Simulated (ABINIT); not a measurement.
# Quasiparticle gap of GaN (P6_3mc) in ABINIT, part 2 of 3

Aim: the G0W0 gap of GaN (P6_3mc) on PBE, step by step.

ABINIT 10.8.3; PBE and many-body steps on it, plane waves. Known limits of the many-body steps: not at the basis limit; no spin-orbit coupling; coarse k mesh.

So far. Step 2 (Ground state): The gap is direct, at Γ.

The database entry behind the starting cell has ideal inner coordinates that were not refined, so it need not match the best structure at ambient conditions.

## 3. Bands along the symmetry lines

Level of this step: DFT, PBE, plane waves, norm-conserving pseudopotentials (ABINIT).

The cheap functional maps the bands first; the places of the edges decide which points the dearer methods must see.

The input, run.abi:

```
acell 3*1.0 Angstrom
rprim 
  3.190000000016 -0.000000000004 0.000000000000
  -1.595000000005 2.762621038088 0.000000000000
  0.000000000000 0.000000000000 5.189000000000
ntypat 2
znucl 31 7
natom 4
typat 1 1 2 2
xred 
  0.666666666667 0.333333333333 0.000000000000
  0.333333333333 0.666666666667 0.500000000000
  0.666666666667 0.333333333333 0.375000000000
  0.333333333333 0.666666666667 0.875000000000
pp_dirpath "pseudos"
pseudos "Ga.upf, N.upf"
ecut 45
iscf -2
irdden 1
kptopt 0
nkpt 75
kpt 
  0.00000000 0.00000000 0.00000000
  0.06250000 0.00000000 0.00000000
  0.12500000 0.00000000 0.00000000
  0.18750000 0.00000000 0.00000000
  0.25000000 0.00000000 0.00000000
  0.31250000 0.00000000 0.00000000
  0.37500000 0.00000000 0.00000000
  0.43750000 0.00000000 0.00000000
  0.50000000 0.00000000 0.00000000
  0.47916667 0.04166667 0.00000000
  0.45833333 0.08333333 0.00000000
  0.43750000 0.12500000 0.00000000
  0.41666666 0.16666666 0.00000000
  0.39583333 0.20833333 0.00000000
  0.37500000 0.25000000 0.00000000
  0.35416666 0.29166666 0.00000000
  0.33333333 0.33333333 0.00000000
  0.29166666 0.29166666 0.00000000
  0.25000000 0.25000000 0.00000000
  0.20833333 0.20833333 0.00000000
  0.16666666 0.16666666 0.00000000
  0.12500000 0.12500000 0.00000000
  0.08333333 0.08333333 0.00000000
  0.04166667 0.04166667 0.00000000
  0.00000000 0.00000000 0.00000000
  0.00000000 0.00000000 0.06250000
  0.00000000 0.00000000 0.12500000
  0.00000000 0.00000000 0.18750000
  0.00000000 0.00000000 0.25000000
  0.00000000 0.00000000 0.31250000
  0.00000000 0.00000000 0.37500000
  0.00000000 0.00000000 0.43750000
  0.00000000 0.00000000 0.50000000
  0.06250000 0.00000000 0.50000000
  0.12500000 0.00000000 0.50000000
  0.18750000 0.00000000 0.50000000
  0.25000000 0.00000000 0.50000000
  0.31250000 0.00000000 0.50000000
  0.37500000 0.00000000 0.50000000
  0.43750000 0.00000000 0.50000000
  0.50000000 0.00000000 0.50000000
  0.47916667 0.04166667 0.50000000
  0.45833333 0.08333333 0.50000000
  0.43750000 0.12500000 0.50000000
  0.41666666 0.16666666 0.50000000
  0.39583333 0.20833333 0.50000000
  0.37500000 0.25000000 0.50000000
  0.35416666 0.29166666 0.50000000
  0.33333333 0.33333333 0.50000000
  0.29166666 0.29166666 0.50000000
  0.25000000 0.25000000 0.50000000
  0.20833333 0.20833333 0.50000000
  0.16666666 0.16666666 0.50000000
  0.12500000 0.12500000 0.50000000
  0.08333333 0.08333333 0.50000000
  0.04166667 0.04166667 0.50000000
  0.00000000 0.00000000 0.50000000
  0.50000000 0.00000000 0.50000000
  0.50000000 0.00000000 0.43750000
  0.50000000 0.00000000 0.37500000
  0.50000000 0.00000000 0.31250000
  0.50000000 0.00000000 0.25000000
  0.50000000 0.00000000 0.18750000
  0.50000000 0.00000000 0.12500000
  0.50000000 0.00000000 0.06250000
  0.50000000 0.00000000 0.00000000
  0.33333333 0.33333333 0.50000000
  0.33333333 0.33333333 0.43750000
  0.33333333 0.33333333 0.37500000
  0.33333333 0.33333333 0.31250000
  0.33333333 0.33333333 0.25000000
  0.33333333 0.33333333 0.18750000
  0.33333333 0.33333333 0.12500000
  0.33333333 0.33333333 0.06250000
  0.33333333 0.33333333 0.00000000
istwfk *1
nband 33
nbdbuf 2
tolwfr 1e-08
nstep 40
prtwf 0
prtvol 0
indata_prefix "in"
outdata_prefix "out"
tmpdata_prefix "tmp"
```

Command:

```bash
> OMP_NUM_THREADS=1 mpirun -n 4 abinit run.abi > log
```

Numbers of over 12 decimals in the logs are rounded to 6 here.

Output:

```text
.Version 10.8.3 of ABINIT. v10.8.2 released Aug 2026.

 Symmetries : space group P6_3 m c (#186); Bravais hP (primitive hexag.)
[... echo of the input left out ...]
== DATASET  1 ==================================================================
-   mpi_nproc: 4, omp_nthreads: 1 (-1 if OMP is not activated)

--- !DatasetInfo
iteration_state: {dtset: 1, }
dimensions: {natom: 4, nkpt: 75, mband: 33, nsppol: 1, nspinor: 1, nspden: 1, mpw: 4506, }
cutoff_energies: {ecut:  45.0, pawecutdg:  -1.0, }
electrons: {nelect:   5.20000000E+01, charge:   0.00000000E+00, occopt:   1.00000000E+00, tsmear:   1.00000000E-02, }

 Real(R)+Recip(G) space primitive vectors, cartesian coordinates (Bohr,Bohr^-1):
 R(1)=  6.0282263  0.0000000  0.0000000  G(1)=  0.1658863  0.0957745  0.0000000
 R(2)= -3.0141132  5.2205972  0.0000000  G(2)=  0.0000000  0.1915490  0.0000000
 R(3)=  0.0000000  0.0000000  9.8057889  G(3)=  0.0000000  0.0000000  0.1019806
 Unit cell volume ucvol=  3.0859741E+02 bohr^3
 Angles (23,13,12)=  9.00000000E+01  9.00000000E+01  1.20000000E+02 degrees

 getcut: wavevector=  0.0000  0.0000  0.0000  ngfft=  40  40  60
         ecut(hartree)=     45.000   => boxcut(ratio)=   2.02627

--- Pseudopotential description ------------------------------------------------
- Ga Generated using ONCVPSP code by D. R. Hamann
- 31.00000  21.00000  171031                  znucl, zion, pspdat
12 -101130 2 -1 1902                          pspcod,pspxc,lmax,lloc,mmax
     nproj     2     2     2
  pspatm : epsatm=   21.85474337
         --- l  ekb(1:nproj) -->
             0    4.962806   -1.220223
             1   -5.679278   -1.350476
             2  -10.596651   -3.839775
 pspatm: atomic psp has been read  and splines computed

- N Generated using ONCVPSP code by D. R. Hamann
-  7.00000   5.00000  171031                  znucl, zion, pspdat
12 -101130 1 -1 1058                          pspcod,pspxc,lmax,lloc,mmax
     nproj     2     2     0
  pspatm : epsatm=    5.20977870
         --- l  ekb(1:nproj) -->
[...]
pspatm: atomic psp has been read  and splines computed

--------------------------------------------------------------------------------

================================================================================
 prteigrs : about to open file out_EIG
 Non-SCF case, kpt    1 (  0.00000  0.00000  0.00000), residuals and eigenvalues=
  7.08E-09  6.98E-09  6.91E-09  9.04E-09  5.02E-09  5.41E-09  1.36E-09  6.76E-09
  1.62E-09  1.13E-09  5.31E-09  5.12E-09  8.83E-09  7.92E-09  5.19E-09  5.69E-09
  9.95E-09  3.67E-09  3.34E-09  8.54E-09  1.55E-09  3.67E-09  5.12E-09  3.94E-09
[...]
1.96E-09
 -4.9759E+00 -4.9759E+00 -3.1632E+00 -3.1631E+00 -3.1631E+00 -3.1630E+00
 -3.1630E+00 -3.1630E+00 -3.3265E-01 -3.0063E-01 -2.4456E-01 -2.4373E-01
 -2.4373E-01 -2.4156E-01 -2.4156E-01 -2.3496E-01 -2.3496E-01 -2.3177E-01
[...]
1.18E-05
[...]
Non-SCF case, kpt   74 (  0.33333  0.33333  0.06250), residuals and eigenvalues=
[...]
Non-SCF case, kpt   75 (  0.33333  0.33333  0.00000), residuals and eigenvalues=
[...]
-1.6821E-01 -1.6821E-01  5.8163E-02  5.8163E-02  6.0513E-02  1.4357E-01
  1.4357E-01  1.5513E-01  4.4316E-01  5.3991E-01  5.3991E-01  5.6241E-01
[...]
--- !ResultsGS
iteration_state: {dtset: 1, }
comment   : Summary of ground state results
lattice_vectors:
- [  6.0282263,  -0.0000000,   0.0000000, ]
- [ -3.0141132,   5.2205972,   0.0000000, ]
- [  0.0000000,   0.0000000,   9.8057889, ]
lattice_lengths: [   6.02823,    6.02823,    9.80579, ]
lattice_angles: [ 90.000,  90.000, 120.000, ] # degrees, (23, 13, 12)
lattice_volume:   3.0859741E+02
convergence: {deltae:  0.000E+00, res2:  0.000E+00, residm:  9.998E-09, diffor:  0.000E+00, }
etotal    :  -5.17437206E+02
entropy   :   0.00000000E+00
fermie    :   2.53663909E-01
cartesian_stress_tensor: null
pressure_GPa: null
xred      :
- [  6.6667E-01,   3.3333E-01,   0.0000E+00, Ga]
- [  3.3333E-01,   6.6667E-01,   5.0000E-01, Ga]
- [  6.6667E-01,   3.3333E-01,   3.7500E-01,  N]
- [  3.3333E-01,   6.6667E-01,   8.7500E-01,  N]
cartesian_forces: null
force_length_stats: {min: null, max: null, mean: null, }

 Integrated electronic density in atomic spheres:
 ------------------------------------------------
 Atom  Sphere_radius  Integrated_density
[...]
================================================================================

 ----iterations are completed or convergence reached----

 Mean square residual over all n,k,spin=   50.714E-10; max=  99.981E-10
 reduced coordinates (array xred) for    4 atoms
[...]
0.666666666667      0.333333333333      0.375000000000
       0.333333333333      0.666666666667      0.875000000000

 cartesian coordinates (angstrom) at end:
    1      1.595000     0.920874     0.000000
    2      2e-12     1.841747     2.594500
    3      1.595000     0.920874     1.945875
    4      2e-12     1.841747     4.540375
 length scales=  1.889726125908  1.889726125908  1.889726125908 bohr
              =  1.000000000000  1.000000000000  1.000000000000 angstroms
 prteigrs : about to open file out_EIG
 Eigenvalues (hartree) for nkpt=  75  k points:
 kpt#   1, nband= 33, wtk=  1.00000, kpt=  0.0000  0.0000  0.0000 (reduced coord)
[...]
kpt#   2, nband= 33, wtk=  1.00000, kpt=  0.0625  0.0000  0.0000 (reduced coord)
[...]
kpt#   3, nband= 33, wtk=  1.00000, kpt=  0.1250  0.0000  0.0000 (reduced coord)
[...]
kpt#  74, nband= 33, wtk=  1.00000, kpt=  0.3333  0.3333  0.0625 (reduced coord)
[...]
0.71886
 kpt#  75, nband= 33, wtk=  1.00000, kpt=  0.3333  0.3333  0.0000 (reduced coord)
[...]
-0.23396   -0.23233   -0.16821   -0.16821    0.05816    0.05816    0.06051    0.14357
   0.14357    0.15513    0.44316    0.53991    0.53991    0.56241    0.61634    0.61634
   0.71518

== END DATASET(S) ==============================================================
================================================================================

 -outvars: echo values of variables after computation  --------
            nband          33
             nkpt          75
          spgroup         186
 [... the other variables as echoed above ...]

 Calculation completed.
```

The job ended after 48 s (4 MPI ranks of Arm Neoverse V2, shared host; peak memory 0.43 GiB).

This step gave:

| Property | Result |
| --- | --- |
| gap | 1.919 eV |
| k of the valence top | 0, 0, 0 |
| k of the conduction bottom | 0, 0, 0 |
| least direct gap | 1.919 eV |

The gap is 1.919 eV, as in the run before at this level.

Electronic bands along the path, in eV, zero at the top of the highest filled band:

| point | band 23 | band 24 | band 25 | band 26 | band 27 | band 28 | band 29 | band 30 |
| --- | --- | --- | --- | --- | --- | --- | --- | --- |
| Γ | -1.04 | -0.06 | 0.00 | 0.00 | 1.92 | 4.27 | 9.18 | 9.92 |
| halfway | -2.86 | -1.98 | -0.74 | -0.49 | 4.29 | 5.95 | 7.37 | 8.53 |
| M | -4.22 | -2.73 | -2.23 | -0.98 | 5.08 | 5.57 | 6.06 | 8.58 |
| halfway | -4.23 | -3.52 | -2.38 | -1.86 | 5.61 | 6.60 | 6.63 | 8.43 |
| K | -5.26 | -3.00 | -3.00 | -2.68 | 5.16 | 7.79 | 7.79 | 8.40 |
| halfway | -3.66 | -2.39 | -1.01 | -0.92 | 4.93 | 6.87 | 7.29 | 7.66 |
| Γ | -1.04 | -0.06 | 0.00 | 0.00 | 1.92 | 4.27 | 9.18 | 9.92 |
| halfway | -0.90 | -0.90 | -0.16 | -0.16 | 3.11 | 4.37 | 8.80 | 9.60 |
| A | -0.53 | -0.53 | -0.53 | -0.53 | 4.25 | 4.25 | 8.50 | 8.50 |
| halfway | -2.07 | -2.07 | -1.28 | -1.28 | 5.24 | 5.24 | 7.65 | 7.65 |
| L | -1.93 | -1.93 | -1.91 | -1.91 | 4.42 | 4.42 | 7.80 | 7.80 |
| halfway | -3.18 | -3.18 | -1.60 | -1.60 | 5.37 | 5.37 | 8.11 | 8.11 |
| H | -4.16 | -4.16 | -1.49 | -1.49 | 6.44 | 6.44 | 7.31 | 7.31 |
| halfway | -2.11 | -2.11 | -1.80 | -1.80 | 5.66 | 5.66 | 7.66 | 7.66 |
| A | -0.53 | -0.53 | -0.53 | -0.53 | 4.25 | 4.25 | 8.50 | 8.50 |
| jump to L | -1.93 | -1.93 | -1.91 | -1.91 | 4.42 | 4.42 | 7.80 | 7.80 |
| halfway | -3.30 | -2.51 | -1.70 | -1.28 | 4.32 | 5.11 | 7.56 | 7.84 |
| M | -4.22 | -2.73 | -2.23 | -0.98 | 5.08 | 5.57 | 6.06 | 8.58 |
| jump to H | -4.16 | -4.16 | -1.49 | -1.49 | 6.44 | 6.44 | 7.31 | 7.31 |
| halfway | -4.96 | -3.18 | -2.20 | -2.20 | 5.90 | 7.19 | 7.19 | 8.18 |
| K | -5.26 | -3.00 | -3.00 | -2.68 | 5.16 | 7.79 | 7.79 | 8.40 |

## 4. Empty states on the mesh, 3×3×2 mesh, 89 bands

The sums over transitions need many empty states on a uniform mesh; this step solves for them.

The input, run.abi:

```
acell 3*1.0 Angstrom
rprim 
  3.190000000016 -0.000000000004 0.000000000000
  -1.595000000005 2.762621038088 0.000000000000
  0.000000000000 0.000000000000 5.189000000000
ntypat 2
znucl 31 7
natom 4
typat 1 1 2 2
xred 
  0.666666666667 0.333333333333 0.000000000000
  0.333333333333 0.666666666667 0.500000000000
  0.666666666667 0.333333333333 0.375000000000
  0.333333333333 0.666666666667 0.875000000000
pp_dirpath "pseudos"
pseudos "Ga.upf, N.upf"
ecut 45
ngkpt 3 3 2
nshiftk 1
shiftk 0 0 0
kptopt 1
chksymbreak 0
iscf -2
irdden 1
istwfk *1
nband 89
nbdbuf 8
tolwfr 1e-09
nstep 60
prtvol 0
indata_prefix "in"
outdata_prefix "out"
tmpdata_prefix "tmp"
```

Output:

```text
.Version 10.8.3 of ABINIT. v10.8.2 released Aug 2026.

 Symmetries : space group P6_3 m c (#186); Bravais hP (primitive hexag.)
[... echo of the input left out ...]
== DATASET  1 ==================================================================
-   mpi_nproc: 4, omp_nthreads: 1 (-1 if OMP is not activated)

--- !DatasetInfo
iteration_state: {dtset: 1, }
dimensions: {natom: 4, nkpt: 6, mband: 89, nsppol: 1, nspinor: 1, nspden: 1, mpw: 4506, }
cutoff_energies: {ecut:  45.0, pawecutdg:  -1.0, }
electrons: {nelect:   5.20000000E+01, charge:   0.00000000E+00, occopt:   1.00000000E+00, tsmear:   1.00000000E-02, }

 Real(R)+Recip(G) space primitive vectors, cartesian coordinates (Bohr,Bohr^-1):
 R(1)=  6.0282263  0.0000000  0.0000000  G(1)=  0.1658863  0.0957745  0.0000000
 R(2)= -3.0141132  5.2205972  0.0000000  G(2)=  0.0000000  0.1915490  0.0000000
 R(3)=  0.0000000  0.0000000  9.8057889  G(3)=  0.0000000  0.0000000  0.1019806
 Unit cell volume ucvol=  3.0859741E+02 bohr^3
 Angles (23,13,12)=  9.00000000E+01  9.00000000E+01  1.20000000E+02 degrees

 getcut: wavevector=  0.0000  0.0000  0.0000  ngfft=  40  40  60
         ecut(hartree)=     45.000   => boxcut(ratio)=   2.02627

--- Pseudopotential description ------------------------------------------------
- Ga Generated using ONCVPSP code by D. R. Hamann
- 31.00000  21.00000  171031                  znucl, zion, pspdat
12 -101130 2 -1 1902                          pspcod,pspxc,lmax,lloc,mmax
     nproj     2     2     2
  pspatm : epsatm=   21.85474337
         --- l  ekb(1:nproj) -->
             0    4.962806   -1.220223
             1   -5.679278   -1.350476
             2  -10.596651   -3.839775
 pspatm: atomic psp has been read  and splines computed

- N Generated using ONCVPSP code by D. R. Hamann
-  7.00000   5.00000  171031                  znucl, zion, pspdat
12 -101130 1 -1 1058                          pspcod,pspxc,lmax,lloc,mmax
     nproj     2     2     0
  pspatm : epsatm=    5.20977870
         --- l  ekb(1:nproj) -->
[...]
pspatm: atomic psp has been read  and splines computed

--------------------------------------------------------------------------------

================================================================================
 prteigrs : about to open file out_EIG
 Non-SCF case, kpt    1 (  0.00000  0.00000  0.00000), residuals and eigenvalues=
  3.52E-10  5.08E-10  3.74E-10  5.36E-10  4.00E-10  5.07E-10  5.06E-10  6.77E-10
  8.92E-11  7.46E-10  5.47E-10  5.84E-10  4.11E-10  1.42E-10  2.01E-10  1.23E-10
  7.93E-10  1.42E-10  9.74E-10  8.73E-10  1.68E-10  7.17E-10  5.00E-10  7.26E-10
[...]
2.05E-06
 -4.9759E+00 -4.9759E+00 -3.1632E+00 -3.1631E+00 -3.1631E+00 -3.1630E+00
 -3.1630E+00 -3.1630E+00 -3.3265E-01 -3.0063E-01 -2.4456E-01 -2.4373E-01
 -2.4373E-01 -2.4156E-01 -2.4156E-01 -2.3496E-01 -2.3496E-01 -2.3177E-01
[...]
2.2870E+00  2.2882E+00  2.2882E+00  2.2912E+00  2.3042E+00  2.3042E+00
  2.3447E+00  2.3949E+00  2.3949E+00  2.4288E+00  2.4421E+00  2.4421E+00
  2.5388E+00  2.5389E+00  2.5658E+00  2.5747E+00  2.5905E+00
 prteigrs : prtvol=0 or 1, do not print more k-points.

--- !ResultsGS
iteration_state: {dtset: 1, }
comment   : Summary of ground state results
lattice_vectors:
- [  6.0282263,  -0.0000000,   0.0000000, ]
- [ -3.0141132,   5.2205972,   0.0000000, ]
- [  0.0000000,   0.0000000,   9.8057889, ]
lattice_lengths: [   6.02823,    6.02823,    9.80579, ]
lattice_angles: [ 90.000,  90.000, 120.000, ] # degrees, (23, 13, 12)
lattice_volume:   3.0859741E+02
convergence: {deltae:  0.000E+00, res2:  0.000E+00, residm:  9.947E-10, diffor:  0.000E+00, }
etotal    :  -5.17437206E+02
entropy   :   0.00000000E+00
fermie    :   2.53663909E-01
cartesian_stress_tensor: null
pressure_GPa: null
xred      :
- [  6.6667E-01,   3.3333E-01,   0.0000E+00, Ga]
- [  3.3333E-01,   6.6667E-01,   5.0000E-01, Ga]
- [  6.6667E-01,   3.3333E-01,   3.7500E-01,  N]
- [  3.3333E-01,   6.6667E-01,   8.7500E-01,  N]
cartesian_forces: null
force_length_stats: {min: null, max: null, mean: null, }

 Integrated electronic density in atomic spheres:
 ------------------------------------------------
 Atom  Sphere_radius  Integrated_density
[...]
================================================================================

 ----iterations are completed or convergence reached----

 Mean square residual over all n,k,spin=   46.652E-11; max=  99.466E-11
 reduced coordinates (array xred) for    4 atoms
[...]
0.666666666667      0.333333333333      0.375000000000
       0.333333333333      0.666666666667      0.875000000000

 cartesian coordinates (angstrom) at end:
    1      1.595000     0.920874     0.000000
    2      2e-12     1.841747     2.594500
    3      1.595000     0.920874     1.945875
    4      2e-12     1.841747     4.540375
 length scales=  1.889726125908  1.889726125908  1.889726125908 bohr
              =  1.000000000000  1.000000000000  1.000000000000 angstroms
 prteigrs : about to open file out_EIG
 Eigenvalues (hartree) for nkpt=   6  k points:
 kpt#   1, nband= 89, wtk=  0.05556, kpt=  0.0000  0.0000  0.0000 (reduced coord)
[...]
2.28704    2.28816    2.28816    2.29115    2.30419    2.30419    2.34467    2.39491
   2.39491    2.42879    2.44211    2.44211    2.53875    2.53885    2.56584    2.57473
   2.59055
 prteigrs : prtvol=0 or 1, do not print more k-points.

== END DATASET(S) ==============================================================
================================================================================

 -outvars: echo values of variables after computation  --------
            nband          89
             nkpt           6
          spgroup         186
 [... the other variables as echoed above ...]

 Calculation completed.
```

Elapsed: 18 s, on 4 MPI ranks; peak memory 0.31 GiB; 71 s of CPU time.

Numbers from this step:

```
gap                                                           : 1.919 eV
k of the valence top                                          : 0, 0, 0
k of the conduction bottom                                    : 0, 0, 0
least direct gap                                              : 1.919 eV
k points computed                                             : 6
lowest point of the top converged band, above the valence top : 55.8057 eV
```

On this mesh the gap is 1.919 eV.

[end of part 2 of 3]

[Paths, hosts, dates, memory and timing lines, banners, echoed tables and standing remarks are left out of the program output.]

[Logs are printed without paths, hosts, clocks, repeated set-up lines and the standing remarks that a program may print on its own settings, such as how far it seeks lower states.]

[Runs of the session that timed out or met a known fault of the program may be left out.]

[Hosts, paths, dates, database ids (printed as entryN), source tags and the programs' standing remarks are cut or masked in the printed files.]

[G0W0 gaps are taken among the corrected bands and points alone; a level outside them can change the order at an edge.]

[Where Ansatz stands beside ABINIT at settings called matched, ABINIT's density can come from a denser mesh and the files from another edition; pairs whose starting gaps differed by over 0.03 eV were left out, so agreement reads better than it is.]
